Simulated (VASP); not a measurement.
# GaN (Fm-3m) in VASP: further runs, part 2 of 3

VASP 6.6.1.

## Step 3: G0W0 quasiparticle levels, PBE

Input file POSCAR:

```
GaN
1.0
    0.0000000000      2.1352350000      2.1352350000
    2.1352350000      0.0000000000      2.1352350000
    2.1352350000      2.1352350000      0.0000000000
Ga N
1 1
Direct
    0.0000000000      0.0000000000      0.0000000000
    0.5000000000      0.5000000000      0.5000000000
```

Input file INCAR.step1:

```
SYSTEM = GaN
  PREC = Accurate
  ENCUT = 450
  EDIFF = 1E-8
  ISMEAR = 0
  SIGMA = 0.01
  LREAL = .FALSE.
  LASPH = .TRUE.
  NELM = 100
  ALGO = Normal
  LWAVE = .TRUE.
  LCHARG = .FALSE.
  GGA = PE
```

Input file INCAR.step2:

```
SYSTEM = GaN
  PREC = Accurate
  ENCUT = 450
  EDIFF = 1E-8
  ISMEAR = 0
  SIGMA = 0.01
  LREAL = .FALSE.
  LASPH = .TRUE.
  NELM = 1
  ALGO = Exact
  LWAVE = .TRUE.
  LCHARG = .FALSE.
  GGA = PE
  NBANDS = 21
  LOPTICS = .TRUE.
  ISTART = 1
```

Input file INCAR.step3:

```
SYSTEM = GaN
  PREC = Accurate
  ENCUT = 450
  EDIFF = 1E-8
  ISMEAR = 0
  SIGMA = 0.01
  LREAL = .FALSE.
  LASPH = .TRUE.
  ALGO = EVGW0
  LWAVE = .FALSE.
  LCHARG = .FALSE.
  GGA = PE
  NELMGW = 1
  NBANDS = 21
  ENCUTGW = 50
  NOMEGA = 48
  PRECFOCK = Fast
  ISTART = 1
  NBANDSGW = 17
```

Input file KPOINTS:

```
Automatic mesh
0
G
  3 3 3
  0 0 0
```

Potentials or basis: VASP PAW PBE potentials, release 64 (Ga_d_GW, N_GW).

On the command line:

```console
$ cat potpaw_PBE.64/Ga_d_GW/POTCAR potpaw_PBE.64/N_GW/POTCAR > POTCAR
$ cp INCAR.step1 INCAR
$ mpirun -np 1 vasp_std > vasp.out
$ cp INCAR.step2 INCAR
$ mpirun -np 1 vasp_std > vasp.out
$ cp INCAR.step3 INCAR
$ mpirun -np 1 vasp_std > vasp.out
```

OUTCAR:

```text
SYSTEM = GaN
   PREC = Accurate
   ENCUT = 450
   EDIFF = 1E-8
   ISMEAR = 0
   LREAL = .FALSE.
   LASPH = .TRUE.
   GGA = PE
   NELMGW = 1
   ENCUTGW = 50
   PRECFOCK = Fast
   ISTART = 1

 Found      4 irreducible k-points:

 Following reciprocal coordinates:
            Coordinates               Weight
  0.000000  0.000000  0.000000      1.000000
  0.333333  0.000000  0.000000      8.000000
  0.333333  0.333333  0.000000      6.000000
 -0.333333  0.333333  0.000000     12.000000
   k-points           NKPTS =      4   k-points in BZ     NKDIM =     27   number of bands    NBANDS=     21
   number of dos      NEDOS =    301   number of ions     NIONS =      2
   total plane-waves  NPLWV =  13824
   dimension x,y,z NGX =    24 NGY =   24 NGZ =   24
   dimension x,y,z NGXF=    48 NGYF=   48 NGZF=   48
   ions per type =               1   1
   NGX,Y,Z   is equivalent  to a cutoff of  13.21, 13.21, 13.21 a.u.
   NGXF,Y,Z  is equivalent  to a cutoff of  26.43, 26.43, 26.43 a.u.
 SYSTEM =  GaN
   PREC   = accura    normal or accurate (medium, high low for compatibility)
   ISTART =      1    job   : 0-new  1-cont  2-samecut
   ICHARG =      0    charge: 1-file 2-atom 10-const
   ISPIN  =      1    spin polarized calculation?
[... 32 lines left out ...]
   PRECFOCK=fast      Normal, Fast or Accurate (Low or Medium for compatibility)
   ENCUT4O =  -1.0   cutoff for four orbital integrals eV
   NKREDX  =     1    reduce k-point grid by
   NKREDY  =     1    reduce k-point grid by
   NKREDZ  =     1    reduce k-point grid by
   AEXX    =    1.0000 exact exchange contribution
   HFSCREEN=    0.0000 screening length (either q_TF or 0.3 A-1)
   HFSCREENC=   0.0000 screening length for correlation (either q_TF or 0.3 A-1)
   ENCUTFOCK=  -1.0 apply spherical cutoff to Coloumb kernel
   IVDW    =     0    specifies the selected vdW correction
   LEPSILON=     F    determine dielectric tensor
   LRPA    =     F    only Hartree local field effects (RPA)
   LRPAFORCE           =     F    calculate RPA forces
   ENCUTGW             =  50.0    cutoff for response function in eV
   ENCUTGWSOFT         =  40.0    soft cutoff for Coulomb kernel in GW response function in eV
   ENCUTLF             =  -1.0    cutoff for local field effects
   NELMGW              =     1    number of iterations in solving QP/BSE equation
   NELMHF              =     1    number of iterations in the inner HF iteration
   NKREDLFX            =     1    NKREDLFY  =   1   NKREDLFZ  =   1
 non-spin polarized calculation
 Gauss-broadening in eV      SIGMA  =   0.01
  energy-cutoff  :      450.00
  volume of cell :       19.47
 maximum number of plane-waves:       432
 NGX is ok and might be reduce to    24
  NGX = 12; NGY = 12; NGZ = 12
   NGX = 11   NGY = 11   NGZ = 11
 maximum number of plane-waves:        18
 NGX is ok and might be reduce to    10

 QP shifts <psi_nk| G(iteration)W_0 |psi_nk>: iteration 1
 for sc-GW calculations column KS-energies equals QP-energies in previous step
 and V_xc(KS)=  KS-energies - (<T + V_ion + V_H > + <T+V_H+V_ion>^1  + <V_x>^1)

 k-point   1 :       0.0000    0.0000    0.0000
  band No.  KS-energies  QP-energies   sigma(KS)   V_xc(KS)     V^pw_x(r,r')   Z            occupation Imag(sigma)

      1      -9.5375     -10.2865     -15.4142     -14.4207     -24.1393       0.7538       2.0000       1.6595
      2      -6.8856     -10.9994     -27.3069     -21.6617     -35.0060       0.7287       2.0000       0.2857
      3      -6.8856     -10.9994     -27.3069     -21.6617     -35.0060       0.7287       2.0000       0.2857
      4      -6.8856     -10.9994     -27.3069     -21.6617     -35.0060       0.7287       2.0000       0.2857
      5      -6.7936     -11.0844     -27.7034     -21.8539     -35.4739       0.7335       2.0000       0.3464
      6      -6.7936     -11.0844     -27.7034     -21.8539     -35.4739       0.7335       2.0000       0.3464
[... 59 lines left out ...]
      3      -6.8688     -11.0451     -27.4571     -21.7285     -35.3046       0.7290       2.0000       0.3631
      4      -6.8067     -10.9099     -27.2842     -21.6603     -34.9837       0.7296       2.0000       0.2956
      5      -6.6877     -10.8939     -27.6196     -21.9038     -35.3089       0.7359       2.0000       0.2793
      6      -4.5079      -6.4806     -21.5727     -18.9228     -29.2230       0.7444       2.0000       0.7111
[... 9 lines left out ...]
     16      30.1108      31.9608      -9.7242     -12.0552      -3.8149       0.7937       0.0000      -1.0710
     17      34.9389      37.3928     -10.4094     -13.3243      -4.4134       0.8419       0.0000      -1.5530
```

OUTCAR.step1:

```text
SYSTEM = GaN
   PREC = Accurate
   ENCUT = 450
   EDIFF = 1E-8
   ISMEAR = 0
   LREAL = .FALSE.
   LASPH = .TRUE.
[... 171 lines left out ...]
      0.00000      0.00000      0.00000         0.000000      0.000000     -0.000000
      2.13524      2.13524      2.13524         0.000000      0.000000      0.000000
 -----------------------------------------------------------------------------------
    total drift:                                0.000000     -0.000000     -0.000000

  FREE ENERGIE OF THE ION-ELECTRON SYSTEM (eV)
  ---------------------------------------------------
  free  energy   TOTEN  =       -10.6773696968 eV

  energy  without entropy=      -10.6773696968  energy(sigma->0) =      -10.67736970
```

OUTCAR.step2:

```text
SYSTEM = GaN
   PREC = Accurate
   ENCUT = 450
   EDIFF = 1E-8
[... 538 lines left out ...]
  --------------------------------------------------------------------------------------------------------------
     0.00000    20.89253    20.89253    20.89253     0.00000     0.00000    -0.00000
     0.65251    21.64431    21.64431    21.64431     0.00000     0.00000    -0.00000
     1.30502    24.74016    24.74016    24.74016     0.00000     0.00000    -0.00000
     1.95754    38.41880    38.41880    38.41880     0.00000     0.00000    -0.00000
     2.61005    -0.04528    -0.04528    -0.04528     0.00000     0.00000    -0.00000
     3.26256    17.45528    17.45528    17.45528     0.00000     0.00000    -0.00000
[... 92 lines left out ...]
    63.94620     0.80553     0.80553     0.80553    -0.00000    -0.00000     0.00000
    64.59871     0.81006     0.81006     0.81006    -0.00000    -0.00000     0.00000
```

Run time: 12 s. Hardware: 1 thread of Intel Xeon Platinum 8488C (Sapphire Rapids), shared host; peak memory 0.14 GiB.

These settings aren't checked as converged: the numbers below hold their error.

What came out:

- Band gap on the k mesh, mean-field level: 2.07 eV, indirect (least direct gap 2.26 eV)
- Quasiparticle gap: 2.79 eV
- Least direct quasiparticle gap: 2.85 eV

Caveat: the k mesh is coarse (spacing up to 0.85 Å⁻¹), so the values aren't converged; bands, screening cutoff and mesh are small and nothing is extrapolated, so the quasiparticle values aren't converged; an odd mesh through Γ misses points on the zone boundary, where band edges often lie.

## Step 4: G0W0 quasiparticle levels, PBE

POSCAR is that of step 3.

INCAR.step1 is that of step 3.

INCAR.step2: that of step 3 with these lines changed.

```diff
@@ -13,3 +13,3 @@
   GGA = PE
-  NBANDS = 21
+  NBANDS = 32
   LOPTICS = .TRUE.
```

INCAR.step3: that of step 3 with these lines changed.

```diff
@@ -13,4 +13,4 @@
   NELMGW = 1
-  NBANDS = 21
-  ENCUTGW = 50
+  NBANDS = 32
+  ENCUTGW = 75
   NOMEGA = 48
```

KPOINTS is that of step 3.

Potentials or basis: VASP PAW PBE potentials, release 64 (Ga_d_GW, N_GW).

On the command line:

```console
$ cat potpaw_PBE.64/Ga_d_GW/POTCAR potpaw_PBE.64/N_GW/POTCAR > POTCAR
$ cp INCAR.step1 INCAR
$ mpirun -np 1 vasp_std > vasp.out
$ cp INCAR.step2 INCAR
$ mpirun -np 1 vasp_std > vasp.out
$ cp INCAR.step3 INCAR
$ mpirun -np 1 vasp_std > vasp.out
```

OUTCAR:

```text
SYSTEM = GaN
   PREC = Accurate
   ENCUT = 450
   EDIFF = 1E-8
   ISMEAR = 0
   LREAL = .FALSE.
   LASPH = .TRUE.
   GGA = PE
   NELMGW = 1
   ENCUTGW = 75
   PRECFOCK = Fast
   ISTART = 1

 Found      4 irreducible k-points:

 Following reciprocal coordinates:
            Coordinates               Weight
  0.000000  0.000000  0.000000      1.000000
  0.333333  0.000000  0.000000      8.000000
  0.333333  0.333333  0.000000      6.000000
 -0.333333  0.333333  0.000000     12.000000
   k-points           NKPTS =      4   k-points in BZ     NKDIM =     27   number of bands    NBANDS=     32
   number of dos      NEDOS =    301   number of ions     NIONS =      2
   total plane-waves  NPLWV =  13824
   dimension x,y,z NGX =    24 NGY =   24 NGZ =   24
   dimension x,y,z NGXF=    48 NGYF=   48 NGZF=   48
   ions per type =               1   1
   NGX,Y,Z   is equivalent  to a cutoff of  13.21, 13.21, 13.21 a.u.
   NGXF,Y,Z  is equivalent  to a cutoff of  26.43, 26.43, 26.43 a.u.
 SYSTEM =  GaN
   PREC   = accura    normal or accurate (medium, high low for compatibility)
   ISTART =      1    job   : 0-new  1-cont  2-samecut
   ICHARG =      0    charge: 1-file 2-atom 10-const
   ISPIN  =      1    spin polarized calculation?
   LNONCOLLINEAR =      F non collinear calculations
   LSORBIT =      F    spin-orbit coupling
   LASPH  =      T    aspherical Exc in radial PAW
   ENCUT  =  450.0 eV  33.07 Ry    5.75 a.u.   5.22  5.22  5.22*2*pi/ulx,y,z
   NELM   =     60;   NELMIN=  2; NELMDL=  0     # of ELM steps
   EDIFF  = 0.1E-07   stopping-criterion for ELM
   LREAL  =      F    real-space projection
   EDIFFG = 0.1E-06   stopping-criterion for IOM
   NSW    =      0    number of steps for IOM
   IBRION =     -1    ionic relax: 0-MD 1-quasi-New 2-CG
   NFREE  =      0    steps in history (QN), initial steepest desc. (CG)
   ISIF   =      0    stress and relaxation
   ISYM   =      3    0-nonsym 1-usesym 2-fastsym
   POTIM  = 0.5000    time-step for ionic-motion
   TEBEG  =    0.0;   TEEND  =   0.0 temperature during run
   PSTRESS=    0.0 pullay stress
   NELECT =      18.0000    total number of electrons
   NUPDOWN=      -1.0000    fix difference up-down
   EMIN   =  10.00;   EMAX   =-10.00  energy-range for DOS
   EFERMI =   0.00;   METHOD = LEGACY
   ISMEAR =     0;   SIGMA  =   0.01  broadening in eV -4-tet -1-fermi 0-gaus
   EFERMI_NEDOS =   21; number of points for ismear=-14 and -15
   IALGO  =     38    algorithm
   IMIX   =      4    mixing-type and parameters
     AMIX     =   0.40;   BMIX     =  1.00
     AMIX_MAG =   1.60;   BMIX_MAG =  1.00
  volume/ion in A,a.u.               =       9.74        65.70
  Fermi-wavevector in a.u.,A,eV,Ry     =   1.594814  3.013761 34.605481  2.543431
  Thomas-Fermi vector in A             =   2.692830
   LORBIT       =      0    0 simple, 1 ext, 2 COOP (PROOUT), +10 PAW based schemes
   GGA     = PE    functional components
   LHFCALC =     T    Hartree Fock is set to
   PRECFOCK=fast      Normal, Fast or Accurate (Low or Medium for compatibility)
   ENCUT4O =  -1.0   cutoff for four orbital integrals eV
   NKREDX  =     1    reduce k-point grid by
   NKREDY  =     1    reduce k-point grid by
   NKREDZ  =     1    reduce k-point grid by
   AEXX    =    1.0000 exact exchange contribution
   HFSCREEN=    0.0000 screening length (either q_TF or 0.3 A-1)
   HFSCREENC=   0.0000 screening length for correlation (either q_TF or 0.3 A-1)
   ENCUTFOCK=  -1.0 apply spherical cutoff to Coloumb kernel
   IVDW    =     0    specifies the selected vdW correction
   LEPSILON=     F    determine dielectric tensor
   LRPA    =     F    only Hartree local field effects (RPA)
   LRPAFORCE           =     F    calculate RPA forces
   ENCUTGW             =  75.0    cutoff for response function in eV
   ENCUTGWSOFT         =  60.0    soft cutoff for Coulomb kernel in GW response function in eV
   ENCUTLF             =  -1.0    cutoff for local field effects
   NELMGW              =     1    number of iterations in solving QP/BSE equation
   NELMHF              =     1    number of iterations in the inner HF iteration
   NKREDLFX            =     1    NKREDLFY  =   1   NKREDLFZ  =   1
 non-spin polarized calculation
 Gauss-broadening in eV      SIGMA  =   0.01
  energy-cutoff  :      450.00
  volume of cell :       19.47
 maximum number of plane-waves:       432
 NGX is ok and might be reduce to    24
  NGX = 12; NGY = 12; NGZ = 12
   NGX = 11   NGY = 11   NGZ = 11
 maximum number of plane-waves:        28
 NGX is ok and might be reduce to    10

 QP shifts <psi_nk| G(iteration)W_0 |psi_nk>: iteration 1
 for sc-GW calculations column KS-energies equals QP-energies in previous step
 and V_xc(KS)=  KS-energies - (<T + V_ion + V_H > + <T+V_H+V_ion>^1  + <V_x>^1)

 k-point   1 :       0.0000    0.0000    0.0000
  band No.  KS-energies  QP-energies   sigma(KS)   V_xc(KS)     V^pw_x(r,r')   Z            occupation Imag(sigma)

      1      -9.5375     -10.2845     -15.4236     -14.4207     -24.1393       0.7448       2.0000       1.5171
      2      -6.8856     -10.4090     -26.4732     -21.6617     -35.0060       0.7323       2.0000       0.2700
      3      -6.8856     -10.4090     -26.4732     -21.6617     -35.0060       0.7323       2.0000       0.2700
      4      -6.8856     -10.4090     -26.4732     -21.6617     -35.0060       0.7323       2.0000       0.2700
      5      -6.7936     -10.4386     -26.8113     -21.8539     -35.4739       0.7353       2.0000       0.3213
      6      -6.7936     -10.4386     -26.8113     -21.8539     -35.4739       0.7353       2.0000       0.3213
[... 9 lines left out ...]
     16      22.6723      23.8610     -11.0591     -12.5947      -4.4060       0.7741       0.0000      -0.6406
     17      23.3076      23.6128      -8.5975      -8.9870      -2.3546       0.7837       0.0000      -0.4073
[... 46 lines left out ...]
      1      -7.8768     -10.3082     -23.0123     -19.5696     -31.9333       0.7062       2.0000       0.6335
      2      -6.9394     -10.3868     -26.1506     -21.4323     -34.6613       0.7306       2.0000       0.2895
      3      -6.8688     -10.4348     -26.6012     -21.7285     -35.3046       0.7318       2.0000       0.3366
      4      -6.8067     -10.3221     -26.4547     -21.6603     -34.9837       0.7332       2.0000       0.2782
      5      -6.6877     -10.2761     -26.7629     -21.9038     -35.3089       0.7385       2.0000       0.2635
      6      -4.5079      -6.1747     -21.1698     -18.9228     -29.2230       0.7418       2.0000       0.6919
[... 9 lines left out ...]
     16      30.1108      31.2203     -10.6437     -12.0552      -3.8149       0.7861       0.0000      -1.0770
     17      34.9389      36.4986     -11.4345     -13.3243      -4.4134       0.8254       0.0000      -1.5049
```

Wall time 14 s (1 thread of Intel Xeon Platinum 8488C (Sapphire Rapids), shared host); peak memory 0.14 GiB.

These settings aren't checked as converged: the numbers below hold their error.

Results:

```yaml
Band_gap_on_the_k_mesh_mean-field_level: 2.07 eV, indirect (least direct gap 2.26 eV)
Quasiparticle_gap: 2.88 eV
Least_direct_quasiparticle_gap: 2.98 eV
```

Caveat: the k mesh is coarse (spacing up to 0.85 Å⁻¹), so the values aren't converged; bands, screening cutoff and mesh are small and nothing is extrapolated, so the quasiparticle values aren't converged; an odd mesh through Γ misses points on the zone boundary, where band edges often lie.

[end of part 2 of 3]
